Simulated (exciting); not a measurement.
# BaS (Fm-3m) in exciting: further runs, part 2 of 2

exciting (release sodium). The steps go on from the part before.

### Step 4. Band structure, LDA

Input file input.xml:

```xml
<input>
  <title>BaS</title>
  <structure speciespath="./" tshift="false">
    <crystal scale="1">
      <basevect>0.000000000000 6.035312810524 6.035312810524</basevect>
      <basevect>6.035312810524 0.000000000000 6.035312810524</basevect>
      <basevect>6.035312810524 6.035312810524 0.000000000000</basevect>
    </crystal>
    <species speciesfile="Ba.xml" rmt="2.3">
      <atom coord="0.000000000000 0.000000000000 0.000000000000"/>
    </species>
    <species speciesfile="S.xml" rmt="1.9">
      <atom coord="0.500000000000 0.500000000000 0.500000000000"/>
    </species>
  </structure>
  <groundstate do="fromscratch" ngridk="7 7 7" rgkmax="7.5" gmaxvr="14" lmaxapw="10" lmaxmat="10" lmaxvr="8" xctype="LDA_PW" stype="Fermi Dirac" swidth="0.00183747" nempty="10" ValenceRelativity="iora*" epsengy="1e-05" epspot="1e-05" maxscl="60" outputlevel="normal"/>
  <properties>
    <bandstructure>
      <plot1d>
        <path steps="80">
          <point coord="0 0 0" label="G"/>
          <point coord="0.5 0 0.5" label="X"/>
          <point coord="0.5 0.25 0.75" label="W"/>
          <point coord="0.375 0.375 0.75" label="K"/>
          <point coord="0 0 0" label="G"/>
          <point coord="0.5 0.5 0.5" label="L"/>
          <point coord="0.625 0.25 0.625" label="U"/>
          <point coord="0.5 0.25 0.75" label="W"/>
          <point coord="0.5 0.5 0.5" label="L"/>
          <point coord="0.375 0.375 0.75" label="K" breakafter="true"/>
          <point coord="0.625 0.25 0.625" label="U"/>
          <point coord="0.5 0 0.5" label="X"/>
        </path>
      </plot1d>
    </bandstructure>
    <dos nwdos="300" winddos="-0.6 0.5" inttype="tetra" ngrdos="100" nsmdos="1" lmirep="true"/>
    <chargedensityplot>
      <plot3d>
        <box grid="23 23 23">
          <origin coord="0 0 0"/>
          <point coord="1 0 0"/>
          <point coord="0 1 0"/>
          <point coord="0 0 1"/>
        </box>
      </plot3d>
    </chargedensityplot>
    <elfplot>
      <plot3d>
        <box grid="23 23 23">
          <origin coord="0 0 0"/>
          <point coord="1 0 0"/>
          <point coord="0 1 0"/>
          <point coord="0 0 1"/>
        </box>
      </plot3d>
    </elfplot>
    <exccplot>
      <plot3d>
        <box grid="23 23 23">
          <origin coord="0 0 0"/>
          <point coord="1 0 0"/>
          <point coord="0 1 0"/>
          <point coord="0 0 1"/>
        </box>
      </plot3d>
    </exccplot>
  </properties>
</input>
```

Potentials or basis: all-electron LAPW+lo, shipped species files, valence relativity iora*.

Run with:

```sh
$ OMP_NUM_THREADS=1 exciting_smp
```

INFO.OUT:

```text
================================================================================
EXCITING SODIUM started
[... 10 lines left out ...]

 Lattice vectors (cartesian) :
      0.0000000000      6.0353128105      6.0353128105
      6.0353128105      0.0000000000      6.0353128105
      6.0353128105      6.0353128105      0.0000000000

 Reciprocal lattice vectors (cartesian) :
     -0.5205351822      0.5205351822      0.5205351822
      0.5205351822     -0.5205351822      0.5205351822
      0.5205351822      0.5205351822     -0.5205351822

 Unit cell volume                           :     439.6725469481
 Brillouin zone volume                      :       0.5641703471

 Species :    1 (Ba)
[... 88 lines left out ...]
 Kinetic energy                             :      9078.97071159
 Coulomb energy                             :    -17393.18800213
 Exchange energy                            :      -209.93220195
 Correlation energy                         :        -6.66420227
[... 462 lines left out ...]
 RMS change in effective potential (target) :  0.291653E-09  ( 0.100000E-04)
 Absolute change in total energy   (target) :  0.102257E-05  ( 0.100000E-04)
 Charge distance                   (target) :  0.370996E-09  ( 0.100000E-04)

++++++++++++++++++++++++++++++++++++++++++++++++++++++++++++++++++++++++++++++++
| Convergency criteria checked for the last 2 iterations                       +
| Convergence targets achieved. Performing final SCF iteration                 +
++++++++++++++++++++++++++++++++++++++++++++++++++++++++++++++++++++++++++++++++
 Total energy                               :     -8531.28561642
 _______________________________________________________________
 Fermi energy                               :         0.20008423
 Kinetic energy                             :      9078.51175144
 Coulomb energy                             :    -17393.29287967
 Exchange energy                            :      -209.84560175
 Correlation energy                         :        -6.65888644
[... 14 lines left out ...]
 Estimated fundamental gap                  :         0.07601896
        valence-band maximum at    1      0.0000  0.0000  0.0000
     conduction-band minimum at   15      0.4286  0.4286  0.0000

++++++++++++++++++++++++++++++++++++++++++++++++++++++++++++++++++++++++++++++++
[... 12 lines left out ...]
| EXCITING SODIUM stopped                                                      =
================================================================================
```

Run time: 2.4 min. Hardware: 1 thread of Arm Neoverse V2, shared host; peak memory 0.16 GiB.

What came out:

- Free energy: -232148.1081 eV
- Band gap on the k mesh: 2.07 eV, indirect (least direct gap 2.19 eV)
- Band gap along the path: 2.01 eV, indirect (least direct gap 2.12 eV)
- All electrons inside the program's atomic spheres: Ba 52.44; S 13.54 (radii Ba 2.3, S 1.9 bohr)

Levels at the corners of the path, in eV from the valence-band top:
| point | band 11 | band 12 | band 13 | band 14 | band 15 | band 16 |
| --- | --- | --- | --- | --- | --- | --- |
| Γ | 0.00 | 0.00 | 0.00 | 3.38 | 3.81 | 3.81 |
| X | -0.47 | -0.11 | -0.11 | 2.01 | 5.92 | 5.97 |
| W | -1.09 | -0.45 | -0.45 | 4.13 | 4.13 | 6.26 |
| K | -0.93 | -0.57 | -0.49 | 3.17 | 5.76 | 6.56 |
| Γ | 0.00 | 0.00 | 0.00 | 3.38 | 3.81 | 3.81 |
| L | -1.94 | -1.04 | -1.04 | 5.33 | 5.49 | 6.29 |
| U | -0.93 | -0.57 | -0.49 | 3.17 | 5.76 | 6.56 |
| W | -1.09 | -0.45 | -0.45 | 4.13 | 4.13 | 6.26 |
| L | -1.94 | -1.04 | -1.04 | 5.33 | 5.49 | 6.29 |
| K | -0.93 | -0.57 | -0.49 | 3.17 | 5.76 | 6.56 |
| U | -0.93 | -0.57 | -0.49 | 3.17 | 5.76 | 6.56 |
| X | -0.47 | -0.11 | -0.11 | 2.01 | 5.92 | 5.97 |

States per cell in windows of 1 eV (zero at the valence-band top; states under -8 eV left out):
| from (eV) | total | S2 p | Ba1 d | Ba1 f | Ba1 p | S2 d | S2 s |
| --- | --- | --- | --- | --- | --- | --- | --- |
| -8.0 | 0.00 | 0.00 | 0.00 | 0.00 | 0.00 | 0.00 | 0.00 |
| -7.0 | 0.00 | 0.00 | 0.00 | 0.00 | 0.00 | 0.00 | 0.00 |
| -6.0 | 0.00 | 0.00 | 0.00 | 0.00 | 0.00 | 0.00 | 0.00 |
| -5.0 | 0.00 | 0.00 | 0.00 | 0.00 | 0.00 | 0.00 | 0.00 |
| -4.0 | 0.00 | 0.00 | 0.00 | 0.00 | 0.00 | 0.00 | 0.00 |
| -3.0 | 0.00 | 0.00 | 0.00 | 0.00 | 0.00 | 0.00 | 0.00 |
| -2.0 | 1.64 | 0.54 | 0.03 | 0.00 | 0.02 | 0.00 | 0.00 |
| -1.0 | 4.27 | 1.68 | 0.08 | 0.01 | 0.14 | 0.00 | 0.00 |
| 0.0 | 0.01 | 0.01 | 0.00 | 0.00 | 0.00 | 0.00 | 0.00 |
| 1.0 | 0.00 | 0.00 | 0.00 | 0.00 | 0.00 | 0.00 | 0.00 |
| 2.0 | 0.35 | 0.01 | 0.05 | 0.00 | 0.00 | 0.01 | 0.00 |
| 3.0 | 1.11 | 0.05 | 0.16 | 0.01 | 0.00 | 0.02 | 0.00 |
| 4.0 | 1.46 | 0.06 | 0.21 | 0.02 | 0.02 | 0.02 | 0.03 |
| 5.0 | 2.58 | 0.16 | 0.46 | 0.04 | 0.03 | 0.04 | 0.05 |
| 6.0 | 3.16 | 0.11 | 0.78 | 0.07 | 0.03 | 0.06 | 0.06 |
| 7.0 | 2.12 | 0.10 | 0.43 | 0.16 | 0.04 | 0.06 | 0.01 |

Caveat: the basis of Au and Ba changes in steps between geometries, so energy differences can be off by several meV; spin-orbit coupling is left out, which moves the levels of the heavy elements.

### Step 5. Band structure, LDA, spin-orbit coupling, no magnetisation

Input file input.xml:

```xml
<input>
  <title>BaS</title>
  <structure speciespath="./" tshift="false">
    <crystal scale="1">
      <basevect>0.000000000000 6.035312810524 6.035312810524</basevect>
      <basevect>6.035312810524 0.000000000000 6.035312810524</basevect>
      <basevect>6.035312810524 6.035312810524 0.000000000000</basevect>
    </crystal>
    <species speciesfile="Ba.xml" rmt="2.3">
      <atom coord="0.000000000000 0.000000000000 0.000000000000"/>
    </species>
    <species speciesfile="S.xml" rmt="1.9">
      <atom coord="0.500000000000 0.500000000000 0.500000000000"/>
    </species>
  </structure>
  <groundstate do="fromscratch" ngridk="5 5 5" rgkmax="7.5" gmaxvr="14" lmaxapw="10" lmaxmat="10" lmaxvr="8" xctype="LDA_PW" stype="Fermi Dirac" swidth="0.00183747" nempty="20" ValenceRelativity="iora*" epsengy="1e-05" epspot="1e-05" maxscl="60" outputlevel="normal">
    <spin spinorb="true"/>
  </groundstate>
  <properties>
    <bandstructure>
      <plot1d>
        <path steps="80">
          <point coord="0 0 0" label="G"/>
          <point coord="0.5 0 0.5" label="X"/>
          <point coord="0.5 0.25 0.75" label="W"/>
          <point coord="0.375 0.375 0.75" label="K"/>
          <point coord="0 0 0" label="G"/>
          <point coord="0.5 0.5 0.5" label="L"/>
          <point coord="0.625 0.25 0.625" label="U"/>
          <point coord="0.5 0.25 0.75" label="W"/>
          <point coord="0.5 0.5 0.5" label="L"/>
          <point coord="0.375 0.375 0.75" label="K" breakafter="true"/>
          <point coord="0.625 0.25 0.625" label="U"/>
          <point coord="0.5 0 0.5" label="X"/>
        </path>
      </plot1d>
    </bandstructure>
    <dos nwdos="300" winddos="-0.6 0.5" inttype="tetra" ngrdos="100" nsmdos="2"/>
  </properties>
</input>
```

Run with:

```sh
$ OMP_NUM_THREADS=1 exciting_smp
```

Run time: 2.3 min. Hardware: 1 thread of Arm Neoverse V2, shared host; peak memory 0.21 GiB.

Results (log left out):

* Band gap on the k mesh: 2.07 eV, indirect (least direct gap 2.16 eV)
* Band gap along the path: 1.96 eV, indirect (least direct gap 2.03 eV)
* All electrons inside the program's atomic spheres: Ba 52.44; S 13.54 (radii Ba 2.3, S 1.9 bohr)

Levels at the corners of the path, in eV from the valence-band top:
```
point  band 22  band 23  band 24  band 25  band 26  band 27  band 28  band 29  band 30  band 31
    Γ    -0.14     0.00     0.00     0.00     0.00     3.33     3.33     3.73     3.73     3.73
    X    -0.53    -0.21    -0.21    -0.07    -0.07     1.96     1.96     5.87     5.87     5.91
    W    -1.14    -0.56    -0.56    -0.42    -0.42     4.06     4.06     4.10     4.10     6.20
    K    -0.98    -0.61    -0.61    -0.52    -0.52     3.11     3.11     5.71     5.71     6.47
    Γ    -0.14     0.00     0.00     0.00     0.00     3.33     3.33     3.73     3.73     3.73
    L    -1.99    -1.10    -1.10    -1.07    -1.07     5.28     5.28     5.44     5.44     6.20
    U    -0.98    -0.61    -0.61    -0.52    -0.52     3.11     3.11     5.71     5.71     6.47
    W    -1.14    -0.56    -0.56    -0.42    -0.42     4.06     4.06     4.10     4.10     6.20
    L    -1.99    -1.10    -1.10    -1.07    -1.07     5.28     5.28     5.44     5.44     6.20
    K    -0.98    -0.61    -0.61    -0.52    -0.52     3.11     3.11     5.71     5.71     6.47
    U    -0.98    -0.61    -0.61    -0.52    -0.52     3.11     3.11     5.71     5.71     6.47
    X    -0.53    -0.21    -0.21    -0.07    -0.07     1.96     1.96     5.87     5.87     5.91
```

States per cell in windows of 0.5 eV (zero at the valence-band top; states under -8 eV left out):
```csv
from (eV),total
-8.0,0.00
-7.5,0.00
-7.0,0.00
-6.5,0.00
-6.0,0.00
-5.5,0.00
-5.0,0.00
-4.5,0.00
-4.0,0.00
-3.5,0.00
-3.0,0.00
-2.5,0.00
-2.0,0.47
-1.5,1.28
-1.0,2.65
-0.5,1.49
0.0,0.03
0.5,0.00
1.0,0.00
1.5,0.00
2.0,0.09
2.5,0.25
3.0,0.47
3.5,0.64
4.0,0.67
4.5,0.69
5.0,1.39
5.5,1.43
6.0,1.64
6.5,1.37
7.0,0.97
7.5,1.02
```

Caveat: total energies with spin-orbit coupling aren't reliable in this program, so none is listed and the log's shouldn't be used; the mesh misses the band edges, which the band path finds closer together.

### Step 6. Overview

| level | spin | k mesh | nempty | gap on the mesh (eV) |
| --- | --- | --- | --- | --- |
| PBE | off | 7 × 7 × 7 | 10 | 2.27 |
| PBE | SOC, no magnetisation | 5 × 5 × 5 | 20 | 2.27 |
| LDA | off | 7 × 7 × 7 | 10 | 2.07 |
| LDA | SOC, no magnetisation | 5 × 5 × 5 | 20 | 2.07 |

Alike in all rows: task band structure; potentials or basis all-electron LAPW+lo, shipped species files, valence relativity iora*; cell as given; smearing fermi-dirac 0.05 eV; rgkmax 7.5.

Caveats: the basis of Au and Ba changes in steps between geometries, so energy differences can be off by several meV (some runs); spin-orbit coupling is left out, which moves the levels of the heavy elements (some runs); the mesh misses the band edges, which the band path finds closer together (some runs).

Compare energies only between runs with the same functional and basis.

### Step 7. Comparison with measurements

Step 2. Measured gap of BaS: 3.806 eV (indirect; 2 K; a printed reference work, monograph, original work of 1988). This calculation gives 2.21 eV (-1.60 eV). Spin-orbit coupling on Ba is left out. The value is that of PBE, without temperature or zero-point motion. Semilocal functionals fall short of measured gaps as a rule.

Step 3. Against the measured gap of BaS, 3.806 eV (indirect; 2 K; a printed reference work, monograph, original work of 1988), the calculated 2.16 eV is off by -1.65 eV. The value is that of PBE, without temperature or zero-point motion. Semilocal functionals fall short of measured gaps as a rule.

Step 4. Against the measured gap of BaS, 3.806 eV (indirect; 2 K; a printed reference work, monograph, original work of 1988), the calculated 2.01 eV is off by -1.80 eV. Spin-orbit coupling on Ba is left out. The value is that of LDA, without temperature or zero-point motion. Semilocal functionals fall short of measured gaps as a rule.

Step 5. A measured gap of BaS is 3.806 eV (indirect; 2 K; a printed reference work, monograph, original work of 1988); the calculated 1.96 eV misses it by -1.85 eV. The value is that of LDA, without temperature or zero-point motion. Semilocal functionals fall short of measured gaps as a rule.
